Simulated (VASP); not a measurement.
Set up this calculation in VASP 6.6.1, as the native input.

- Task: relaxation of cell and atoms
- Functional: HSEsol
- Potentials or basis: VASP PAW PBE potentials, release 64 (C)
- Cutoff: 600 eV
- k mesh: 7 × 7 × 7
- Occupations: fermi-dirac, width 0.05 eV
- Spin: no spin polarisation
- Grid for exact exchange (PRECFOCK): Normal
- Further INCAR settings: ALGO = Normal; EDIFF = 1e-06; IBRION = 2; EDIFFG = -0.01; NSW = 60; ISIF = 3

The system is C.

```
CELL_PARAMETERS angstrom
0.00000 1.78337 1.78337
1.78337 0.00000 1.78337
1.78337 1.78337 0.00000
ATOMIC_POSITIONS crystal
C 0.75000 0.75000 0.75000
C 0.50000 0.50000 0.50000
```

This isn't the form of C at room conditions, which is graphite.

One way to write it, as run:

POSCAR

```
C
1.0
    0.0000000000      1.7833700000      1.7833700000
    1.7833700000      0.0000000000      1.7833700000
    1.7833700000      1.7833700000      0.0000000000
C
2
Direct
    0.7500000000      0.7500000000      0.7500000000
    0.5000000000      0.5000000000      0.5000000000
```

INCAR.step1

```
  PREC = Accurate
  ENCUT = 600
  EDIFF = 1E-5
  ISMEAR = -1
  SIGMA = 0.05
  LREAL = False
  LASPH = True
  NELM = 60
  ALGO = Normal
  LWAVE = True
  LCHARG = False
  GGA = PE
```

INCAR.step2

```
  PREC = Accurate
  ENCUT = 600
  EDIFF = 1E-6
  ISMEAR = -1
  SIGMA = 0.05
  LREAL = False
  LASPH = True
  NELM = 60
  ALGO = Normal
  ISIF = 3
  LWAVE = False
  LCHARG = False
  GGA = PS
  LHFCALC = True
  HFSCREEN = 0.2
  PRECFOCK = Normal
  IBRION = 2
  NSW = 60
  EDIFFG = -0.01
  ISTART = 1
```

KPOINTS

```
regular mesh
0
Gamma
  7 7 7
```

Potentials or basis: VASP PAW PBE potentials, release 64 (C).

Launch:

```sh
$ cat potpaw_PBE.64/C/POTCAR > POTCAR
$ cp INCAR.step1 INCAR
$ mpirun -np 1 vasp_std > vasp.out
$ cp INCAR.step2 INCAR
$ mpirun -np 1 vasp_std > vasp.out
```

It gave:

```json
{
  "Relaxed volume": "5.52 Å³/atom",
  "Relaxed cell": "a = 2.500 Å, b = 2.500 Å, c = 2.500 Å, α = 60.00°, β = 60.00°, γ = 60.00°",
  "Space group after relaxing (to 0.05 Å)": "Fd-3m (No. 227)",
  "Energy gained by relaxing": "5.8 meV/atom",
  "Ionic steps": "3",
  "Pressure after relaxing": "-0.1 GPa",
  "Band gap on the k mesh": "5.41 eV, indirect (least direct gap 7.04 eV)"
}
```

Caveat: the k mesh is coarse (spacing up to 0.44 Å⁻¹), so the values aren't converged, least of all with exact exchange; the PAW data sets were made with another functional, which shifts forces and pressure a little; an odd mesh through Γ misses points on the zone boundary, where band edges often lie.

Run time: 10 min on 1 thread of Intel(R) Xeon(R) Platinum 8488C (Sapphire Rapids), on a shared host, peak memory 0.21 GiB.
